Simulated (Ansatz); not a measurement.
Crystal: Si2Ni.

```
CELL_PARAMETERS angstrom
0.00000 2.70300 2.70300
2.70300 0.00000 2.70300
2.70300 2.70300 0.00000
ATOMIC_POSITIONS crystal
Ni 0.00000 0.00000 0.00000
Si 0.75000 0.75000 0.75000
Si 0.25000 0.25000 0.25000
```

Base run:

| Item | Value |
| --- | --- |
| Program | Ansatz 0.2.0 |
| Functional | BLYP |
| Potentials or basis | Ansatz PAW |
| Cutoff | 420 eV (not typed: the program's choice for these potentials) |
| k mesh | 9 × 9 × 9 |
| Occupations | fermi-dirac, width 0.05 eV |
| Spin | collinear spin, ferromagnetic start |
| Starting moments | [1.0, 0.0, 0.0] μB |

Its results: band gap on the k mesh none (metal or under the smearing width); pressure 11.1 GPa; net moment 0.00 μB per cell.

**Question.** The run is repeated on the same cell with these changes: functional from BLYP to revPBE. What comes out?

**Answer.** Band gap on the k mesh none (metal or under the smearing width); pressure 5.8 GPa; net moment 0.00 μB per cell.

Caveats: the PAW data sets come from PBE, with cores solved anew for the run's functional, which leaves a small shift of forces and pressure; the starting moments weren't kept.
